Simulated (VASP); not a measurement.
A run of VASP 6.6.1 is set up as follows.

Contents of INCAR:

```
SYSTEM = MoS2
  PREC = Accurate
  ENCUT = 600
  EDIFF = 1E-8
  ISMEAR = 0
  SIGMA = 0.03
  LREAL = .False.
  LASPH = .True.
  NELM = 80
  ALGO = Fast
  ISIF = 2
  LWAVE = .False.
  LCHARG = .False.
  GGA = PE
  IVDW = 12
  LEPSILON = .True.
  KPAR = 2
```

The input KPOINTS:

```
regular mesh
0
Gamma
  15 15 3
  0 0 0
```

File POSCAR:

```
MoS2                                    
1.0
    3.1486866756     -0.0000000000      0.0000000000
   -1.5743433378      2.7268426496     -0.0000000000
    0.0000000000     -0.0000000000     12.0831751452
  Mo              S             
     2     4
Direct
     0.3333333332999970    0.6666666667000030    0.2500000000000000
     0.6666666667000030    0.3333333332999970    0.7500000000000000
     0.3333333332999970    0.6666666667000030    0.6204660773983746
     0.6666666667000030    0.3333333332999970    0.1204660773983746
     0.3333333332999970    0.6666666667000030    0.8795339226016254
     0.6666666667000030    0.3333333332999970    0.3795339226016254
```

Potentials or basis: VASP PAW PBE potentials, release 64 (Mo_sv, S).

Command:

```bash
$ cat potpaw_PBE.64/Mo_sv/POTCAR potpaw_PBE.64/S/POTCAR > POTCAR
$ mpirun -np 2 vasp_std > vasp.out
```

(1) What does it give for the electronic dielectric tensor (diagonal)?

(2) What does it give for the Born charges (mean of the diagonal)?

(3) What does it give for the dispersion energy per atom?

(4) Predict the band gap on the k mesh.

## Answers

(1) 15.51, 15.51, 7.13.

(2) Mo -0.90; S +0.45 e.

(3) -0.438 eV.

(4) 0.83 eV, indirect (least direct gap 1.71 eV).

Caveat: an odd mesh through Γ misses points on the zone boundary, where band edges often lie.

The gap isn't set beside the measured one, since this odd mesh misses points on the zone boundary.
